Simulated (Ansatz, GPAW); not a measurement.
CsCl: PBE in single-zeta orbitals, run from Python

These are simulated results from GPAW 26.7.0, not measurements. The cell began as a database structure and was relaxed with r2SCAN in plane waves (Ansatz 0.2.0). All runs are without spin polarisation.

It is cubic, Pm-3m (No. 221); a = 4.137 Å in the conventional setting, 35.40 Å³ an atom. Cs is surrounded by 8 Cl at 3.58 Å; Cl is surrounded by 8 Cs at 3.58 Å.

The basis is minimal: single zeta, one radial function for each shell that the log's basis lists. It describes the filled bands fairly and the empty ones poorly.

The script, run.py:

```python
import json
from ase import Atoms
from gpaw import GPAW, PW, FermiDirac

atoms = Atoms(['Cs', 'Cl'],
              cell=[[4.1368324, 0.0, 0.0], [0.0, 4.1368324, 0.0], [0.0, 0.0, 4.1368324]],
              scaled_positions=[[0.0, 0.0, 0.0], [0.5, 0.5, 0.5]],
              pbc=True)
calc = GPAW(mode='lcao', basis='sz(dzp)', h=0.2, xc='PBE', kpts={'size': (4, 4, 4), 'gamma': True},
            occupations=FermiDirac(0.02), maxiter=100, legacy_gpaw=True, txt='gpaw.txt')
atoms.calc = calc
res = {'energy': atoms.get_potential_energy(force_consistent=True)}
res['electrons'] = calc.get_number_of_electrons()
res['k'] = calc.get_ibz_k_points().tolist()
res['levels'] = [calc.get_eigenvalues(kpt=i).tolist() for i in range(len(res['k']))]
points = [[0.0, 0.0, 0.0], [0.0, 0.5, 0.0], [0.5, 0.5, 0.0], [0.5, 0.5, 0.5]]
bands = calc.fixed_density(kpts=points, symmetry='off', txt='bands.txt')
res['points'] = [bands.get_eigenvalues(kpt=i).tolist() for i in range(len(points))]
json.dump(res, open('results.json', 'w'))
print('free energy (eV):', round(res['energy'], 5))
```

Command: `python run.py`. It took 63 s on 1 thread of AMD EPYC 7R43 64-Core Processor (Zen 3) (shared host), peak memory 0.18 GiB.

The log gpaw.txt, trimmed of paths, versions and times, then the last line on the terminal. An iter line gives the energy in eV and the logarithms of the changes of orbitals (plane waves alone) and density (c: converged):

```
___ ___ ___ _ _ _
 |   |   |_  | | | |

 | | | | | . | | | |

 |__ |  _|___|_____|  26.7.0
 |___|_|

Input parameters:
  basis: sz(dzp)
  h: 0.2
  kpts: {gamma: True,
         size: (4, 4, 4)}
  maxiter: 100
  mode: lcao
  occupations: {fixmagmom: False,
                name: fermi-dirac,
                width: 0.02}
  xc: PBE

System changes: positions, numbers, cell, pbc, initial_charges, initial_magmoms

Initialize ...

species:
  Cs:
    name:    Caesium
    Z:       55.0
    valence: 9
    core:    46
    charge:  0.0  # [|e|]
    compensation charges:
      type: gauss
      rc: 0.33  # [Å]
      lmax: 2
    cutoffs:
      filter: 2.06  # [Å]
      core: 2.51  # [Å]
    projectors
    | kind |    occ | energy [eV] | rcut [Å] |

    |------|--------|-------------|----------|

    |   5s |  2.000 |     -26.706 |    1.164 |

    |   6s |  1.000 |      -2.085 |    1.164 |

    |   5p |  6.000 |     -13.523 |    1.058 |

    |    p |        |      13.688 |    1.058 |

    |    d |        |       0.000 |    1.058 |

    LCAO basis set for Cs:
      Name: sz(dzp)
      Number of radial functions: 5
      Number of spherical harmonics: 13
        l=0, rc=5.2188 Bohr: 5s-sz confined orbital
        l=0, rc=14.1406 Bohr: 6s-sz confined orbital
        l=1, rc=6.3281 Bohr: 5p-sz confined orbital
        l=1, rc=16.0000 Bohr: 6p-sz confined orbital
        l=2, rc=16.0000 Bohr: 5d-sz confined orbital
      Number of RI-basis functions 0

  Cl:
    name:    Chlorine
    Z:       17.0
    valence: 7
    core:    10
    charge:  0.0  # [|e|]
    compensation charges:
      type: gauss
      rc: 0.25  # [Å]
      lmax: 2
    cutoffs:
      filter: 1.40  # [Å]
      core: 1.49  # [Å]
    projectors
    | kind |    occ | energy [eV] | rcut [Å] |

    |------|--------|-------------|----------|

    |   3s |  2.000 |     -20.689 |    0.794 |

    |   3p |  5.000 |      -8.594 |    0.794 |

    |    s |        |       6.523 |    0.794 |

    |    p |        |      18.617 |    0.794 |

    |    d |        |       0.000 |    0.794 |

    LCAO basis set for Cl:
      Name: sz(dzp)
      Number of radial functions: 2
      Number of spherical harmonics: 4
        l=0, rc=5.1719 Bohr: 3s-sz confined orbital
        l=1, rc=6.2656 Bohr: 3p-sz confined orbital
      Number of RI-basis functions 0

Reference energy: -224355.025882  # eV

Spin-paired calculation

Convergence criteria:
 Maximum [total energy] change in last 3 cyles: 0.0005 eV / valence electron
 Maximum integral of absolute [dens]ity change: 0.0001 electrons / valence electron
 Maximum integral of absolute [eigenst]ate change: 4e-08 eV^2 / valence electron
 Maximum number of scf [iter]ations: 100
 (Square brackets indicate name in SCF output, whereas a 'c' in
 the SCF output indicates the quantity has converged.)

Symmetries present (total): 48

  ( 1  0  0)  ( 1  0  0)  ( 1  0  0)  ( 1  0  0)  ( 1  0  0)  ( 1  0  0)
  ( 0  1  0)  ( 0  1  0)  ( 0  0  1)  ( 0  0  1)  ( 0  0 -1)  ( 0  0 -1)
  ( 0  0  1)  ( 0  0 -1)  ( 0  1  0)  ( 0 -1  0)  ( 0  1  0)  ( 0 -1  0)

  ( 1  0  0)  ( 1  0  0)  ( 0  1  0)  ( 0  1  0)  ( 0  1  0)  ( 0  1  0)
  ( 0 -1  0)  ( 0 -1  0)  ( 1  0  0)  ( 1  0  0)  ( 0  0  1)  ( 0  0  1)
  ( 0  0  1)  ( 0  0 -1)  ( 0  0  1)  ( 0  0 -1)  ( 1  0  0)  (-1  0  0)

  ( 0  1  0)  ( 0  1  0)  ( 0  1  0)  ( 0  1  0)  ( 0  0  1)  ( 0  0  1)
  ( 0  0 -1)  ( 0  0 -1)  (-1  0  0)  (-1  0  0)  ( 1  0  0)  ( 1  0  0)
  ( 1  0  0)  (-1  0  0)  ( 0  0  1)  ( 0  0 -1)  ( 0  1  0)  ( 0 -1  0)

  ( 0  0  1)  ( 0  0  1)  ( 0  0  1)  ( 0  0  1)  ( 0  0  1)  ( 0  0  1)
  ( 0  1  0)  ( 0  1  0)  ( 0 -1  0)  ( 0 -1  0)  (-1  0  0)  (-1  0  0)
  ( 1  0  0)  (-1  0  0)  ( 1  0  0)  (-1  0  0)  ( 0  1  0)  ( 0 -1  0)

  ( 0  0 -1)  ( 0  0 -1)  ( 0  0 -1)  ( 0  0 -1)  ( 0  0 -1)  ( 0  0 -1)
  ( 1  0  0)  ( 1  0  0)  ( 0  1  0)  ( 0  1  0)  ( 0 -1  0)  ( 0 -1  0)
  ( 0  1  0)  ( 0 -1  0)  ( 1  0  0)  (-1  0  0)  ( 1  0  0)  (-1  0  0)

  ( 0  0 -1)  ( 0  0 -1)  ( 0 -1  0)  ( 0 -1  0)  ( 0 -1  0)  ( 0 -1  0)
  (-1  0  0)  (-1  0  0)  ( 1  0  0)  ( 1  0  0)  ( 0  0  1)  ( 0  0  1)
  ( 0  1  0)  ( 0 -1  0)  ( 0  0  1)  ( 0  0 -1)  ( 1  0  0)  (-1  0  0)

  ( 0 -1  0)  ( 0 -1  0)  ( 0 -1  0)  ( 0 -1  0)  (-1  0  0)  (-1  0  0)
  ( 0  0 -1)  ( 0  0 -1)  (-1  0  0)  (-1  0  0)  ( 0  1  0)  ( 0  1  0)
  ( 1  0  0)  (-1  0  0)  ( 0  0  1)  ( 0  0 -1)  ( 0  0  1)  ( 0  0 -1)

  (-1  0  0)  (-1  0  0)  (-1  0  0)  (-1  0  0)  (-1  0  0)  (-1  0  0)
  ( 0  0  1)  ( 0  0  1)  ( 0  0 -1)  ( 0  0 -1)  ( 0 -1  0)  ( 0 -1  0)
  ( 0  1  0)  ( 0 -1  0)  ( 0  1  0)  ( 0 -1  0)  ( 0  0  1)  ( 0  0 -1)

64 k-points: 4 x 4 x 4 Monkhorst-Pack grid + [1/8,1/8,1/8]
10 k-points in the irreducible part of the Brillouin zone
       k-points in crystal coordinates                weights
   0:     0.00000000    0.00000000    0.00000000          1/64
   1:     0.25000000    0.00000000    0.00000000          6/64
   2:     0.25000000    0.25000000    0.00000000         12/64
   3:     0.25000000    0.25000000    0.25000000          8/64
   4:     0.50000000    0.00000000    0.00000000          3/64
   5:     0.50000000    0.25000000    0.00000000         12/64
   6:     0.50000000    0.25000000    0.25000000         12/64
   7:     0.50000000    0.50000000    0.00000000          3/64
   8:     0.50000000    0.50000000    0.25000000          6/64
   9:     0.50000000    0.50000000    0.50000000          1/64

Wave functions: LCAO
  Diagonalizer: Serial LAPACK
  Atomic Correction: dense with blas
  Data-type: complex

Occupation numbers: Fermi-Dirac:
  width: 0.0200  # eV

Eigensolver
   LCAO using direct dense diagonalizer

Densities:
  Coarse grid: 20*20*20 grid
  Fine grid: 40*40*40 grid
  Total Charge: 0.000000

Density mixing:
  Method: separate
  Backend: msr1
  Linear mixing parameter: 0.05
  old densities: 10
  Width of damping distribution: 1.1
  Damping of long wavelength oscillations: 20

Hamiltonian:
  XC and Coulomb potentials evaluated on a 40*40*40 grid
  Using the PBE Exchange-Correlation functional
  Interpolation: tri-quintic (5. degree polynomial)
  Poisson solver: FastPoissonSolver using
    Stencil: 6*3+1=19 point O(h^6) finite-difference Laplacian
    FFT axes: [np.int64(0), np.int64(1), np.int64(2)]
    FST axes: []

XC parameters: PBE with 2 nearest neighbor stencil

Memory estimate:
  Process memory now: 114.21 MiB
  Calculator: 28.68 MiB
    Density: 7.20 MiB
      Arrays: 1.59 MiB
      Localized functions: 4.39 MiB
      Mixer: 1.22 MiB
    Hamiltonian: 1.37 MiB
      Arrays: 1.04 MiB
      XC: 0.00 MiB
      Poisson: 0.00 MiB
      vbar: 0.33 MiB
    Wavefunctions: 20.12 MiB
      C [qnM]: 0.02 MiB
      S, T [2 x qmm]: 0.09 MiB
      P [aqMi]: 0.00 MiB
      BasisFunctions: 20.00 MiB
      Eigensolver: 0.00 MiB

Total number of cores used: 1

Number of atoms: 2
Number of atomic orbitals: 17
Number of bands in calculation: 9
Number of valence electrons: 16
Bands to converge: occupied

... initialized

Initializing position-dependent things.

Density initialized from atomic densities
    .---------.
   /|         |

  / |         |

 *  |         |

 |  |  Cl     |

 |  .---------.
 | /         /
 |/         /
 Cs--------*
Positions:
   0 Cs     0.000000    0.000000    0.000000    ( 0.0000,  0.0000,  0.0000)
   1 Cl     2.068416    2.068416    2.068416    ( 0.0000,  0.0000,  0.0000)

Unit cell:
           periodic     x           y           z      points  spacing
  1. axis:    yes    4.136832    0.000000    0.000000    20     0.2068
  2. axis:    yes    0.000000    4.136832    0.000000    20     0.2068
  3. axis:    yes    0.000000    0.000000    4.136832    20     0.2068

  Lengths:   4.136832   4.136832   4.136832
  Angles:   90.000000  90.000000  90.000000

Effective grid spacing dv^(1/3) = 0.2068

iter:   1    -6.442401        c
iter:   2    -6.375779        c -1.26
iter:   3    -6.065797        c -1.30
iter:   4    -6.063110        c -1.93
iter:   5    -6.062712c       c -2.16
iter:   6    -6.062683c       c -2.83
iter:   7    -6.062682c       c -3.92
iter:   8    -6.062682c       c -4.57c

Converged after 8 iterations.

Energy contributions relative to reference atoms: (reference = -224355.025882)

Kinetic:         +9.904933
Potential:       -8.631118
External:        +0.000000
XC:              -7.519845
Entropy (-ST):   -0.000000
Local:           +0.183348
SIC:             +0.000000
--------------------------
Free energy:     -6.062682
Extrapolated:    -6.062682

Showing only first 2 kpts
 Kpt  Band  Eigenvalues  Occupancy
  0     6      2.47030    2.00000
  0     7      2.47030    2.00000
  0     8      7.57115    0.00000

  1     6      2.34503    2.00000
  1     7      2.34503    2.00000
  1     8      8.22090    0.00000

Fermi level: 4.42449

Gap: 5.101 eV
Transition (v -> c):
  (s=0, k=0, n=7, [0.00, 0.00, 0.00]) -> (s=0, k=0, n=8, [0.00, 0.00, 0.00])
No difference between direct/indirect transitions

free energy (eV): -6.06268
```

The gap in the log is over the mesh alone; results.json adds the listed points. PBE in single-zeta orbitals gives a gap of 5.10 eV. On the same cell, plane-wave PBE (Ansatz, 6×6×6 k points and the special points) gives a gap of 5.23 eV and r2SCAN a gap of 5.91 eV; on shared hosts these took about 1.2 and 3 core-seconds on the 2-atom cell, against 63 for the script. Spin-orbit coupling, left out in all these runs, can cut or reorder the gap by tenths of an eV, up to about 1 eV with Pb or Bi.

The runs are scalar-relativistic, without spin-orbit coupling.
